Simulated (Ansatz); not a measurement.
Wanted: the native input for an Ansatz 0.2.0 run.

* Task: relaxation of cell and atoms
* Functional: revPBE
* Dispersion: D4
* Potentials or basis: Ansatz PAW
* Cutoff: 420 eV (not typed: the program's choice for these potentials)
* k mesh: 7 × 7 × 5
* Occupations: fermi-dirac, width 0.05 eV
* Spin: no spin polarisation

Crystal: CdS.

```
Cd S
1.0
     4.26117    0.00000    0.00000
    -2.13058    3.69028    0.00000
     0.00000    0.00000    5.80417
Cd S
1 1
Direct
  0.00000 0.00000 0.44269
  0.66667 0.33333 0.43431
```

Measurements of this composition are mostly on another form, of space group No. 186.

One way to write it, as run:

input.yaml

```yaml
crystal:
  lattice:
    - [4.2611695877, 0.0, 0.0]
    - [-2.1305847939, 3.6902811128, 0.0]
    - [0.0, 0.0, 5.80417294]
  atoms:
    - { symbol: Cd, position: [0.0, 0.0, 0.44269192] }
    - { symbol: S, position: [0.6666666667, 0.3333333333, 0.43430808] }
hamiltonian:
  xc: revpbe
  pseudopotentials: { kind: paw }
  dispersion: d4
kpoints:
  mp_grid: { grid: [7, 7, 5] }
scf:
  occupations: { method: fermi_dirac, width: 0.05 }
output:
  forces: true
  stress: true
  eigenvalues: true
relax:
  f_tol: 0.01
  max_steps: 40
  cell: { stress_tol: 0.05 }
```

Potentials or basis: Ansatz PAW.

The run is started by

```sh
$ ansatz run input.yaml --threads 2 --pin off --max-ram 5632MiB --backend cpu --events-out ev --progress --plain --runs-dir out
```

Results of the run:

```
Relaxed volume                         : 20.42 Å³/atom
Relaxed cell                           : a = 3.710 Å, b = 3.710 Å, c = 3.425 Å, α = 90.00°, β = 90.00°, γ = 120.00°
Space group after relaxing (to 0.05 Å) : P-6m2 (No. 187)
Energy gained by relaxing              : 205.3 meV/atom
Ionic steps                            : 20
Pressure after relaxing                : 0.0 GPa
Band gap on the k mesh                 : none (metal or under the smearing width)
```

Caveat: the volume moved by over 15 % at a fixed basis, so the end points are rough; the plane-wave basis is chosen anew once the cell has moved, so the energies of steps on either side of that aren't comparable; pairwise dispersion overbinds metals, which lowers pressure and volume; the PAW data sets come from PBE, with cores solved anew for the run's functional, which leaves a small shift of forces and pressure.

It took 27 s on 2 threads of Intel(R) Xeon(R) 6975P-C (Granite Rapids), on a shared host, peak memory 0.43 GiB.
